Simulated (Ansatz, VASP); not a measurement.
# Two plane-wave programs on HfN

INCAR

```
  PREC = Accurate
  ENCUT = 520
  EDIFF = 1E-6
  ISMEAR = 0
  SIGMA = 0.1
  LREAL = False
  LASPH = True
  NELM = 80
  ALGO = Normal
  ISIF = 2
  LWAVE = False
  LCHARG = False
  NBANDS = 14
```

Contents of KPOINTS:

```
Automatic mesh
0
Gamma
  8 8 8
```

The input POSCAR:

```
HfN
1.0
    0.0000000000      2.2558601200      2.2558601200
    2.2558601200      0.0000000000      2.2558601200
    2.2558601200      2.2558601200      0.0000000000
Hf N
1 1
Direct
    0.0000000000      0.0000000000      0.0000000000
    0.5000000000      0.5000000000      0.5000000000
```

Input for Ansatz:

```yaml
crystal:
  lattice:
    - [0.0, 2.25586012, 2.25586012]
    - [2.25586012, 0.0, 2.25586012]
    - [2.25586012, 2.25586012, 0.0]
  atoms:
    - { symbol: Hf, position: [0.0, 0.0, 0.0] }
    - { symbol: "N", position: [0.5, 0.5, 0.5] }
basis:
  ecutwfc: 420
kpoints:
  mp_grid: { grid: [8, 8, 8] }
hamiltonian:
  xc: lda
  pseudopotentials: { kind: paw, azcp: { folder: soft_1 } }
scf:
  occupations: { method: gaussian, width: 0.1 }
output:
  forces: true
  stress: true
  eigenvalues: true
```

The cell is a database's computed one.

Alike in both runs: task single point; functional LDA; k mesh 8 × 8 × 8; occupations gaussian, width 0.1 eV; no spin polarisation.

|  | VASP | Ansatz |
| --- | --- | --- |
| version | VASP 6.6.1 | Ansatz 0.2.0 |
| potentials or method | VASP PAW LDA potentials, release 64 (Hf_pv, N) | scalar-relativistic, plane waves, PAW |
| plane-wave cutoff (eV) | 520 | 420 |
| valence electrons in the cell | 15 | 31 |

```csv
,VASP,Ansatz,Ansatz less VASP
gap on the k mesh at the Fermi level (eV),none,none,-
pressure (GPa),-9.3,-8.0,+1.30
```

A gap of «none» marks a metal or a gap that the smearing closes. The two sets of potentials don't hold the same shells in valence. Ansatz warned: «pseudo_functional_mismatch».

The runs have no spin-orbit coupling, so splittings on Hf are missing.
